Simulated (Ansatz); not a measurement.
Crystal: CoO.

```
Co O
1.0
    -1.50800    1.50800    2.10725
     1.50800   -1.50800    2.10725
     1.50800    1.50800   -2.10725
Co O
1 1
Direct
  0.00000 0.00000 0.00000
  0.50000 0.50000 0.00000
```

Base run:

* Program: Ansatz 0.2.0
* Functional: PBE
* Potentials or basis: Ansatz PAW
* Cutoff: 420 eV (not typed: the program's choice for these potentials)
* k mesh: 10 × 10 × 10
* Occupations: fermi-dirac, width 0.05 eV
* Spin: collinear spin, ferromagnetic start
* Starting moments: [0.5, 0.0] μB
* Fixed moment: 0.5 μB

Its results: pressure -17.0 GPa; site moments Co +0.49; O -0.03 μB.

Task: After a change of settings the same cell gave: pressure 24.6 GPa; site moments Co +2.90; O +0.68 μB. Which change was it?
A. fixed moment from 0.5 μB to 2 μB; moments at the start from [0.5, 0.0] to [2.0, 0.0]
B. fixed moment from 0.5 μB to 3 μB; moments at the start from [0.5, 0.0] to [3.0, 0.0]
C. fixed moment from 0.5 μB to 4 μB; moments at the start from [0.5, 0.0] to [4.0, 0.0]
D. fixed moment from 0.5 μB to 1.5 μB; moments at the start from [0.5, 0.0] to [1.5, 0.0]

Result: C.

Caveats: the total moment is fixed, so each spin has its own Fermi level; a cell with one magnetic atom can't hold antiferromagnetic order, which such compounds often take; the thresholds are loose for stress.
